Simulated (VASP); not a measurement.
CdTe (zincblende), PBEsol relaxation of cell and atoms: VASP's output and Ansatz's

POSCAR

```
Cd Te
 1.0000000000000000
    -0.0000000000000000    3.3103965095839678    3.3103965095839678
     3.3103965095839678    0.0000000000000000    3.3103965095839678
     3.3103965095839678    3.3103965095839678    0.0000000000000000
 Cd  Te
   1   1
Cartesian
  0.0000000000000000  0.0000000000000000  0.0000000000000000
  1.6551982547919839  1.6551982547919839  1.6551982547919839
```

VASP ran with the recommended PBE PAW datasets (18 valence electrons in the cell).

From OUTCAR

```
k-points           NKPTS =     16   k-points in BZ     NKDIM =     16   number of bands    NBANDS=     16

   NELECT =      18.0000    total number of electrons

   dimension x,y,z NGX =    40 NGY =   40 NGZ =   40
   dimension x,y,z NGXF=    80 NGYF=   80 NGZF=   80

  energy-cutoff  :      600.00
  volume of cell :       68.54
      direct lattice vectors                 reciprocal lattice vectors
     0.000000000  3.248119555  3.248119555    -0.153935221  0.153935221  0.153935221
     3.248119555  0.000000000  3.248119555     0.153935221 -0.153935221  0.153935221
     3.248119555  3.248119555  0.000000000     0.153935221  0.153935221 -0.153935221

 k-points in reciprocal lattice and weights: KPOINTS created by Atomic Simulation Env
   0.00000000  0.00000000  0.00000000       0.005
   0.16666667  0.00000000  0.00000000       0.037
   0.33333333  0.00000000  0.00000000       0.037
   0.50000000  0.00000000  0.00000000       0.019
   0.16666667  0.16666667  0.00000000       0.028
   0.33333333  0.16666667  0.00000000       0.111
   0.50000000  0.16666667  0.00000000       0.111
  -0.33333333  0.16666667  0.00000000       0.111
   ...

 E-fermi :   2.4817

 k-point     1 :       0.0000    0.0000    0.0000
  band No.  band energies     occupation
      1      -9.0205      2.00000
      2      -6.0855      2.00000
      3      -6.0855      2.00000
      4      -6.0855      2.00000
      5      -5.8261      2.00000
      6      -5.8261      2.00000
      7       2.1509      2.00000
      8       2.1509      2.00000
      9       2.1509      2.00000
     10       2.7903      0.00000
     11       6.6991      0.00000
     12       6.6991      0.00000
     13       6.6991      0.00000
     14       9.4389      0.00000
     15      11.4811      0.00000
     16      11.4811      0.00000

 k-point     2 :       0.1667    0.0000    0.0000
  band No.  band energies     occupation
      1      -8.9204      2.00000
      2      -6.0670      2.00000
      3      -6.0670      2.00000
      4      -6.0044      2.00000
      5      -5.8273      2.00000
      6      -5.8273      2.00000
      7       0.3843      2.00000
      8       1.9229      2.00000
      9       1.9229      2.00000
     10       3.9142      0.00000
     11       6.7904      0.00000
     12       7.0366      0.00000
     13       7.0366      0.00000
     14      10.4422      0.00000
     15      10.5659      0.00000
     16      10.5659      0.00000

 k-point     3 :       0.3333    0.0000    0.0000
  band No.  band energies     occupation
      1      -8.7196      2.00000
      2      -6.0351      2.00000
      3      -6.0351      2.00000
      4      -5.8234      2.00000
      5      -5.8234      2.00000
      6      -5.7308      2.00000
      7      -1.4473      2.00000
      8       1.5423      2.00000
      9       1.5423      2.00000
     10       3.9848      0.00000
     11       7.3184      0.00000
     12       7.3184      0.00000
     13       8.2927      0.00000
     14      10.0738      0.00000
     15      10.9703      0.00000
     16      10.9703      0.00000

 k-point     4 :       0.5000    0.0000    0.0000
  band No.  band energies     occupation
      1      -8.6208      2.00000
      2      -6.0228      2.00000
      3      -6.0228      2.00000
      4      -5.8173      2.00000
      5      -5.8173      2.00000
      6      -5.4853      2.00000
      7      -2.2848      2.00000
      8       1.3773      2.00000
      9       1.3773      2.00000
     10       3.8747      0.00000
     11       7.2814      0.00000
     12       7.2814      0.00000
     13       9.0776      0.00000
     14      10.6459      0.00000
     15      12.3924      0.00000
     16      12.3924      0.00000

 k-point     5 :       0.1667    0.1667    0.0000
  band No.  band energies     occupation
      1      -8.8874      2.00000
      2      -6.0482      2.00000
      3      -6.0482      2.00000
      4      -6.0055      2.00000
      5      -5.8344      2.00000
      6      -5.8185      2.00000
      7       0.3755      2.00000
      8       1.5450      2.00000
      9       1.5450      2.00000
     10       4.5639      0.00000
     11       5.7818      0.00000
     12       7.6449      0.00000
     13       7.6449      0.00000
     14       9.2434      0.00000
     15      11.2024      0.00000
     16      11.7221      0.00000

 k-point     6 :       0.3333    0.1667    0.0000
  band No.  band energies     occupation
      1      -8.7212      2.00000
      2      -6.0234      2.00000
      3      -6.0121      2.00000
      4      -5.8776      2.00000
      5      -5.8127      2.00000
      6      -5.7552      2.00000
      7      -0.9960      2.00000
      8       1.0205      2.00000
      9       1.1374      2.00000
     10       4.9404      0.00000
     11       6.1165      0.00000
     12       7.7864      0.00000
     13       8.2089      0.00000
     14       9.9495      0.00000
     15      11.8022      0.00000
     16      11.8587      0.00000

 ...

  Total        0.0013443      0.0013443      0.0013443      0.0000000     -0.0000000     -0.0000000
  in kB        0.0314254      0.0314254      0.0314254      0.0000000     -0.0000000     -0.0000000
  external PRESSURE =       0.0314254 kB  Pullay stress =       0.0000000 kB

 POSITION                                       TOTAL-FORCE (eV/Angst)
 -----------------------------------------------------------------------------------
      0.00000      0.00000      0.00000        -0.000000     -0.000000     -0.000000
      1.62406      1.62406      1.62406         0.000000      0.000000      0.000000
 -----------------------------------------------------------------------------------
    total drift:                               -0.000000     -0.000000     -0.000000

  FREE ENERGIE OF THE ION-ELECTRON SYSTEM (eV)
  ---------------------------------------------------
  free  energy   TOTEN  =        -5.4846730725 eV

  energy  without entropy=       -5.4846730713  energy(sigma->0) =       -5.48467307
```

The two codes use different PAW datasets and cutoffs. VASP's cell holds 18 valence electrons and Ansatz's 36.

Task: What does Ansatz give for the same cell and level of theory?

Result: relaxed cell vector lengths 4.589, 4.589, 4.589 Å; relaxed cell volume 68.35 Å³.

Ansatz printed

```
basis re-selected at this cell: Δ(F+E_penalty+E_count) = +7.619e-4 eV, ΔP = +0.001 GPa vs the last step (what re-selecting the basis moved, of the pressure what is left beyond the Pulay correction that the steps carried, after the strain that the cell walked since its last selection, with what the two solves' SCF thresholds leave and, on support functions, any second-order correction that the steps lacked; it is no measure of the basis error at this ecutwfc). This SCF's stress stands 1.80e-3 GPa from its target on what of the cell is left free (relax.cell.stress_tol is 5.00e-2 GPa) and its largest allowed force component is 2.92e-17 eV/Å (relax.f_tol is 5.00e-3 eV/Å): within both
SCF converged after 6 iterations
Free energy (F): -15086.337289 eV
Harris-Foulkes:  -15086.337289 eV  (|F-HF|=3.64e-12)
Internal energy: -15086.337289 eV  (E = F + TS)
E sigma→0 (E₀):  -15086.337289 eV
Fermi energy:    7.597154 eV
--- Per-component energies (eV) ---
  E_band       = -795.259643
  E_kinetic    = 685.738035
  E_local      = -5432.142761  (includes V_loc(G=0)·N_el)
  E_nonlocal   = -271.188001
  E_hartree    = 2733.888555
  E_xc         = -298.580205
  E_vxc        = -324.910762  (∫ρ·V_xc dr)
  E_paw        = -8598.935665  (= ΣΔE_a)
  E_vpaw       = -920.533136  (= ΣTr[D̂ρ^β])
  E_aug_tail   = -0.000163  (compensation charges beyond the density's cutoff)
  E_ewald      = -3905.833861
  E_core_change = 0.716775  (= ΣΔE_core)
  E_smearing   = -0.000000  (= −TS)
  E_closure    = 0.000000  (closes the sum)
  Σ components = -15086.337289   (vs F -15086.337289, Δ=0.00e0)
--- Forces (eV/Å), atoms counted from 1 ---
  atom   1  Cd     0.00000000    -0.00000000    -0.00000000
  atom   2  Te     0.00000000     0.00000000     0.00000000
  max |Σ_I F_I| component: 3.87e-17 eV/Å
--- Stress (GPa, compression-positive) ---
       -0.001795       0.000000      -0.000000
        0.000000      -0.001795       0.000000
       -0.000000       0.000000      -0.001795
  P = ⅓ Tr σ = -0.0018 GPa (-0.018 kbar)
--- Relaxed structure (4 steps of the walk, 4 accepted, 1 SCFs on fresh bases) ---
  F+E_penalty+E_count = -15086.33728907 eV   max|allowed force component| = 2.920e-17 eV/Å   (the final SCF, on the basis selected at the relaxed cell)
  cell:  # Å, volume = 68.3484 Å³
    - [9.415362166413226e-34, 3.245135134259932, 3.245135134259932]
    - [3.245135134259932, 6.40047229566373e-33, 3.245135134259932]
    - [3.245135134259932, 3.245135134259932, 5.5469993230978856e-33]
  atoms:
    - { symbol: Cd, position: [-1.1053862834026196e-33, 9.599407197970116e-34, 1.2120463633800653e-33] }
    - { symbol: Te, position: [0.25, 0.25, 0.25] }
```
